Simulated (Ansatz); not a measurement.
**Pt: one contact scaled**

One table from this session's results is given with a row withheld; the runs are named, their logs left out.

Method: DFT PBE, with the methods named in each step, in Ansatz 0.2.0.

3 further runs of the same task are left out: 1 for a known fault of the program, 2 that didn't finish.

**The starting structure**

It takes space group P6_3/mmc (No. 194, hexagonal). The conventional cell has a = 2.816 Å, b = 2.816 Å, c = 4.562 Å, α = 90.00°, β = 90.00°, γ = 120.00°. Pt (site symmetry -6m2) is surrounded by 12 Pt at 2.80 to 2.82 Å.

As a file:

```cif
data_structure
_symmetry_space_group_name_H-M 'P 1'
_symmetry_Int_Tables_number 1
_cell_length_a 2.8158
_cell_length_b 2.8158
_cell_length_c 4.5616
_cell_angle_alpha 90.000
_cell_angle_beta 90.000
_cell_angle_gamma 120.000
_cell_volume 31.32
loop_
_atom_site_label
_atom_site_type_symbol
_atom_site_fract_x
_atom_site_fract_y
_atom_site_fract_z
_atom_site_occupancy
Pt1 Pt 0.33333 0.66667 0.25000 1
Pt2 Pt 0.66667 0.33333 0.75000 1
```

Atoms are numbered in the order of the input: Pt1, Pt2.

Set-up of the first run:

Contents of input.yaml:

```yaml
crystal:
  lattice:
    - [2.8157965965, 0.0, 0.0]
    - [-1.4078982983, 2.4385513845, 0.0]
    - [0.0, 0.0, 4.5615904864]
  atoms:
    - { symbol: Pt, position: [0.3333333333, 0.6666666667, 0.25] }
    - { symbol: Pt, position: [0.6666666667, 0.3333333333, 0.75] }
kpoints:
  mp_grid: { grid: [12, 12, 7] }
scf:
  occupations: { method: fermi_dirac, width: 0.05 }
hamiltonian:
  xc: pbe
  pseudopotentials: { kind: all_electron, lapw: { basis_error: 0.001 } }
output:
  forces: true
  stress: true
  eigenvalues: true
  populations: true
```

On the command line:

```sh
ansatz run input.yaml --threads 1 --pin off --max-ram 2048MiB --backend cpu --events-out ev --progress --plain --runs-dir out
```

Steps of the session up to this table: The bond as given, LAPW; Shortest bond scaled by 1, norm-conserving; Shortest bond scaled by 0.94, LAPW; Shortest bond scaled by 0.82, LAPW; Shortest bond scaled by 0.76, LAPW.

One table of the session follows, with a row left open; its other results are not shown here.

| method | length (Å) | F from the given length (eV/cell) | force along the bond (eV/Å) | pressure (GPa) | largest force (eV/Å) |
| --- | --- | --- | --- | --- | --- |
| LAPW | 2.129 | 3.002 | 13.243 | 61.52 | 13.623 |
| LAPW | 2.297 | 1.382 | 6.826 | 31.92 | 7.248 |
| LAPW | 2.633 | 0.126 | 1.523 | 4.32 | 1.779 |
| LAPW | 2.801 | 0.000 | 0.000 | 1.25 | 0.000 |
| PAW | 1.961 | 6.186 | 26.080 | 110.02 | 26.420 |
| PAW | 2.129 | 2.999 | 13.230 | 61.46 | 13.608 |
| PAW | 2.297 | ? | ? | ? | ? |
| PAW | 2.633 | 0.125 | 1.522 | 4.36 | 1.778 |
| PAW | 2.801 | 0.000 | 0.000 | 1.29 | 0.000 |
| PAW (level accurate) | 1.961 | – | 26.156 | 110.47 | 26.499 |
| norm-conserving | 2.801 | 0.000 | 0.000 | 1.41 | 0.000 |

Q: Estimate the row for PAW, 2.297 from the others.

The run gave: F from the given length (eV/cell): 1.381; force along the bond (eV/Å): 6.822; pressure (GPa): 31.91; largest force (eV/Å): 7.244.

Limits of these values: Rows by PAW come from runs of the same series that aren't printed here.
